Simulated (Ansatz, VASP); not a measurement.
**Ir: VASP beside Ansatz**

```
Ir
1.0
     0.00000    1.92696    1.92696
     1.92696    0.00000    1.92696
     1.92696    1.92696    0.00000
Ir
1
Direct
  0.00000 0.00000 0.00000
```

Alike in both runs: task relaxation of cell and atoms; functional PBEsol; k mesh 8 × 8 × 8; occupations gaussian, width 0.1 eV; no spin polarisation.

```csv
,VASP,Ansatz
version,VASP 6.6.1,Ansatz 0.2.0
potentials or method,"VASP PAW PBE potentials, release 64 (Ir)","scalar-relativistic, plane waves, PAW"
plane-wave cutoff (eV),600,420
valence electrons in the cell,9,17
```

|  | VASP | Ansatz | Ansatz less VASP |
| --- | --- | --- | --- |
| gap on the k mesh at the Fermi level, each at its own relaxed structure (eV) | none | none | - |
| relaxed volume (Å³/atom) | 14.14 | 14.11 | -0.030 |
| relaxed cell length with the largest relative difference (Å) | 2.714 | 2.713 | -0.0019 |
| energy change over the relaxation (meV/atom) | -2 | -4 | -1.1 |

A gap of «none» marks a metal or a gap that the smearing closes. The two sets of potentials don't hold the same shells in valence.

Caveats: the PAW data sets were made with another functional, which shifts forces and pressure a little (VASP). Spin-orbit coupling is left out, which matters for the levels of Ir.
